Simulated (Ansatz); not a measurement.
**Pb: do energies and stresses tell the same story?**

Level of theory: DFT PBEsol, scalar-relativistic, plane waves, PAW (Ansatz).

Settings: cutoff 420 eV, Γ-centred mesh 12×12×8 on the computed 2-atom cell, Gaussian smearing of 0.10 eV; no spin polarisation.

Relaxed cell: P6_3/mmc, a = 3.456 Å, b = 3.456 Å, c = 5.781 Å, α = 90.00°, β = 90.00°, γ = 120.00°, 2 atoms in the primitive cell. This form isn't the element's structure at ambient conditions.

Energies at zero smearing and pressures from the stress tensor, at volumes with shape and atoms relaxed:
```csv
V (Å³/atom),E − E(first) (meV/atom),P (GPa)
28.104,0.00,3.36
29.001,-13.49,1.53
29.898,-17.59,0.00
30.795,-13.73,-1.29
31.692,-3.28,-2.37
```

Q: Check P = −dE/dV between neighbouring volumes, and get the bulk modulus from the pressures alone.

A: With 1 eV/Å³ = 160.2 GPa:
```
middle V (Å³/atom)  −ΔE/ΔV (GPa) mean P (GPa)
            28.553         2.410         2.444
            29.450         0.732         0.766
            30.347        -0.688        -0.646
            31.244        -1.867        -1.830
```

The two differ by 0.04 GPa at most. The mean of two end pressures misses the average over a step by about ΔV² P″/12, up to 0.03 GPa here; with that taken off 0.02 GPa remains. Around V = 29.898 Å³/atom, the two neighbours give B = −V ΔP/ΔV = 29.898 × 2.82 / 1.794 = 47.1 GPa, against B0 = 47.1 GPa from the Birch–Murnaghan fit of the energies.

Spin–orbit coupling is left out, which can shift energies with elements as heavy as these.